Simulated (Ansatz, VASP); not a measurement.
# Sn4S in VASP and in Ansatz

```
Sn S
1.0
    -3.32512    3.32512    3.32512
     3.32512   -3.32512    3.32512
     3.32512    3.32512   -3.32512
Sn S
4 1
Direct
  0.00000 0.50324 0.00000
  0.49676 0.49676 0.49676
  0.00000 0.00000 0.50324
  0.50324 0.00000 0.00000
  0.00000 0.00000 0.00000
```

Change from the starting cell: species swapped into the GeF4 type (I-43m, No. 217).

Alike in both runs: functional PBE; k mesh 4 × 4 × 4; occupations gaussian, width 0.1 eV; no spin polarisation.

Ansatz relaxed the structure, and its values are those at the end. VASP's run is a single point on that final structure, the one shown.

|  | VASP | Ansatz |
| --- | --- | --- |
| version | VASP 6.6.1 | Ansatz 0.2.0 |
| potentials or method | VASP PAW PBE potentials, release 64 (Sn_d, S) | scalar-relativistic, plane waves, PAW |
| plane-wave cutoff (eV) | 520 | 420 |
| valence electrons in the cell | 62 | 62 |

```csv
,VASP,Ansatz,Ansatz less VASP
gap on the k mesh at the Fermi level (eV),none,none,-
pressure (GPa),-0.1,0.0,+0.05
rms of the force components (eV/Å),0.008,0.008,-0.0004
```

A gap of «none» marks a metal or a gap that the smearing closes.
